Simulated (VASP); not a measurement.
Here is a VASP 6.6.1 calculation.

File run.py:

```python
from ase.calculators.vasp import Vasp
from ase.dft.bandgap import bandgap
from ase.io import read

atoms = read('POSCAR')
calc = Vasp(
    directory='calc',
    xc='hse06',
    pp='PBE',
    setups='minimal',
    prec='Accurate',
    encut=500,
    ediff=1e-06,
    ismear=1,
    sigma=0.2,
    lreal=False,
    lasph=True,
    nelm=100,
    algo='Normal',
    isif=2,
    lwave=False,
    lcharg=True,
    precfock='Normal',
    ivdw=21,
    lelf=True,
    lvhar=True,
    kpts=[5, 3, 3],
    gamma=True,
    nbands=12,
)
atoms.calc = calc

print('energy (eV):', atoms.get_potential_energy())
print('free energy (eV):', atoms.get_potential_energy(force_consistent=True))
print('forces (eV/A):')
print(atoms.get_forces())
print('stress (eV/A^3, Voigt):', atoms.get_stress())
print('Fermi level (eV):', calc.get_fermi_level())
gap, top, bottom = bandgap(calc)
print('band gap (eV):', gap, 'from (spin, k, band)', top, 'to', bottom)
```

Contents of POSCAR:

```
Mg
1.0
   -3.2092715300      0.0000000000      0.0000000000
    0.0000000000      0.0000000000     -5.2103300000
    0.0000000000     -5.5586213500      0.0000000000
Mg
4
Direct
    0.4786531700      0.7694062400      0.1983416200
    0.9776270300      0.7286652600      0.6735400000
    0.0172647300      0.2469872100      0.3123387600
    0.5264550700      0.2549412900      0.8157796200
```

Potentials or basis: VASP PAW PBE potentials, release 64 (Mg).

The run is started by

```console
$ python run.py
```

Q: What does it give for the largest force?

A: 0.497 eV/Å.

Q: What does it give for the dispersion energy per atom?

A: -0.439 eV.

Q: What does it give for the pressure?

A: -4.2 GPa.

Q: Predict the band gap on the k mesh.

A: None (metal or under the smearing width).

Forces on the atoms (eV/Å):
```
Mg  -0.139  0.401  0.258
Mg  -0.163 -0.071 -0.290
Mg   0.122 -0.192 -0.199
Mg   0.180 -0.137  0.231
```

Caveat: the k mesh is coarse (spacing up to 0.40 Å⁻¹), so the values aren't converged, least of all with exact exchange; the PAW data sets were made with another functional, which shifts forces and pressure a little; pairwise dispersion overbinds metals, which lowers pressure and volume.
